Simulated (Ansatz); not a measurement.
**A strain series on RbBr (rocksalt): xy shear, engineering strain (angle)**

RbBr (rocksalt), relaxed with r2SCAN in Ansatz, then strained (xy shear, engineering strain (angle); angles, axes as in the cell below) with the atoms relaxed again within the symmetry that is left. Space group Fm-3m (No. 225), cubic; conventional cell a = 6.922 Å, 41.45 Å³ an atom. Around Rb lie 6 Br at 3.46 Å; around Br lie 6 Rb at 3.46 Å. Calculated for a static, non-magnetic cell.

```
CELL_PARAMETERS angstrom
0.00000 3.46083 3.46083
3.46083 0.00000 3.46083
3.46083 3.46083 0.00000
ATOMIC_POSITIONS crystal
Rb 0.00000 0.00000 0.00000
Br 0.50000 0.50000 0.50000
```

Gaps are the least over each mesh (PBE 6×6×6, r2SCAN 6×6×6, HSE06 4×4×4 when unstrained) and the special points, which keep their unstrained names; stress is the change from the unstrained cell, compression positive.

| strain (%) | gap, PBE (eV) | gap, r2SCAN (eV) | gap, HSE06 (eV) | edges, HSE06 | xy stress, r2SCAN (GPa) | energy rise, r2SCAN (meV/atom) |
| --- | --- | --- | --- | --- | --- | --- |
| -5.7 | 4.234 | 4.835 | 5.385 | Γ | +0.23 | 1.7 |
| -3.22 | 4.262 | 4.864 | 5.413 | Γ | +0.13 | 0.5 |
| 0.0 | 4.291 | 4.893 | 5.443 | Γ | 0.00 | 0.0 |
| +2.26 | 4.271 | 4.873 | 5.423 | Γ | -0.09 | 0.3 |
| +4.81 | 4.244 | 4.846 | 5.396 | Γ | -0.19 | 1.2 |

Problem. Estimate the row for a strain of +3.0 %.

Solution.

| strain (%) | gap, PBE (eV) | gap, r2SCAN (eV) | gap, HSE06 (eV) | edges, HSE06 | xy stress, r2SCAN (GPa) | energy rise, r2SCAN (meV/atom) |
| --- | --- | --- | --- | --- | --- | --- |
| +3.0 | 4.264 | 4.866 | 5.416 | Γ | -0.12 | 0.5 |

The runs are scalar-relativistic, without spin-orbit coupling.

The meshes of the hybrids are coarse, so their gaps aren't converged to the digits shown.
